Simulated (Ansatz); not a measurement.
Free-standing chains of the atoms of SrO, named by their start (strip: triangular double chain, ladder: square double chain); atoms and period are relaxed, and energies count from relaxed bulk SrO (Fm-3m, 17.52 Å³/atom, gap on the mesh 3.33 eV).

Method: DFT PBE, scalar-relativistic, plane waves, PAW in Ansatz 0.2.0.

Cutoff 420 eV, Gaussian smearing of 0.05 eV, energies at zero smearing, symmetry of each start kept, collinear spin where a moment is listed.

| start | atoms | k mesh | excess energy (eV per host atom) | period (Å) | gap on the mesh (eV) | highest filled level or Fermi level under vacuum (eV) |
| --- | --- | --- | --- | --- | --- | --- |
| linear chain | 2 | 1×1×14 | 1.356 | 4.483 | 0.53 | 2.26 |
| dimerised chain | 2 | 1×1×14 | 1.356 | 4.482 | 0.53 | 2.26 |
| zigzag chain | 2 | 1×1×15 | 1.335 | 4.303 | 1.06 | 2.96 |
| ladder chain | 4 | 1×1×14 | 0.791 | 4.700 | 1.13 | - |
| strip chain* | 2 | 1×1×26 | 1.339 | 4.328 | 1.01 | 2.89 |

Zero in every row: size of the moment (μB per cell).

* ends far from its start.

An odd mesh misses points on the zone edge, so a gap read on it can be too wide.

Each run keeps its start's symmetry and one magnetic start, so lower states can exist. Rows stand on unlike meshes and boxes, so starts that end alike can differ by a few hundredths of an eV per atom.

Cost: 5 runs of about 6.4 core-minutes in all, on Intel Xeon 6975P-C (Granite Rapids) (shared hosts).